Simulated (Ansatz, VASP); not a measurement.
# Two plane-wave programs on Hf

```
Hf
1.0
     0.00000    2.24410    2.24410
     2.24410    0.00000    2.24410
     2.24410    2.24410    0.00000
Hf
1
Direct
  0.00000 0.00000 0.00000
```

Alike in both runs: functional r2SCAN; k mesh 8 × 8 × 8; occupations gaussian, width 0.1 eV; no spin polarisation.

Ansatz relaxed the structure, and its values are those at the end. VASP's run is a single point on that final structure, the one shown.

|  | VASP | Ansatz |
| --- | --- | --- |
| version | VASP 6.6.1 | Ansatz 0.2.0 |
| potentials or method | VASP PAW PBE potentials, release 64 (Hf_pv) | scalar-relativistic, plane waves, PAW |
| plane-wave cutoff (eV) | 520 | 500 |
| valence electrons in the cell | 10 | 26 |

|  | VASP | Ansatz | Ansatz less VASP |
| --- | --- | --- | --- |
| gap on the k mesh at the Fermi level (eV) | none | none | - |
| pressure (GPa) | -1.0 | -0.5 | +0.52 |

A gap of «none» marks a metal or a gap that the smearing closes. With one functional, cell and mesh, what is left measures potentials, basis and numerics. The two sets of potentials don't hold the same shells in valence.

Caveats: the PAW data sets were made with another functional, which shifts forces and pressure a little (VASP). Spin-orbit coupling is left out, which matters for the levels of Hf.
